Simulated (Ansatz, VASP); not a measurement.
**NiO: 3 runs at one level of theory**

The starting cell:

```
Ni O
1.0
     0.00000    2.08590    2.08590
     2.08590    0.00000    2.08590
     2.08590    2.08590    0.00000
Ni O
1 1
Cartesian
  0.0000 0.0000 0.0000
  2.0859 2.0859 2.0859
```

Alike in all runs: task relaxation of cell and atoms; functional PBEsol; dispersion D4; k mesh 11 × 11 × 11; occupations fermi-dirac, width 0.05 eV; collinear spin, ferromagnetic start; no spin-orbit coupling. The measured crystal is an antiferromagnetic insulator; the state found here is the runs' own.

```
                        program and potentials  plane-wave cutoff (eV)                                                                                          notes  equilibrium volume (Å³/atom)
                            Ansatz, Ansatz PAW                     420  potentials made for PBE, which Ansatz adapts in part; 12 valence electrons an atom on average                          8.63
Ansatz, all-electron LAPW, scalar-relativistic                       -                                                                                              -                          8.64
             VASP, PBE PAW files Ni, O, 600 eV                     600                                potentials made for PBE; 8 valence electrons an atom on average                          8.62
```

The equilibrium volume spans 8.62 (VASP, PBE PAW files Ni, O, 600 eV) to 8.64 Å³/atom (Ansatz, all-electron LAPW, scalar-relativistic), with all-electron results at 8.64. The state is the one that the start led to, which needn't be the lowest. Relaxations stop with a little pressure left, so the last digit of a volume isn't settled.

The functional is the same throughout but for its coding, so the spread measures potentials, basis and numerics; runs on potential files found faulty are left out.

The three volumes agree so closely that their order carries no physical meaning. Treating more of the Ni semicore as valence makes no discernible difference here, which is plausible for compact 3s and 3p shells that take little part in the Ni–O bond near equilibrium. Compensation between the potential and other numerical differences can't be excluded, however.

All three runs give a cell clearly smaller than that of real NiO, so the contraction probably comes from the shared physical description rather than from the potentials. In octahedral Ni(II), the two electrons in the eg orbitals occupy states that are σ-antibonding with O 2p and keep the bond long. A semilocal functional tends to delocalise the 3d electrons and strengthen Ni–O covalency, which may shorten the bond; the added dispersion attraction and the imposed ferromagnetic start are other possible contributors, and these runs can't separate them. The close agreement therefore supports the numerical reproducibility of the volume, not its accuracy for NiO, and doesn't establish that the three solutions share the same local moment.
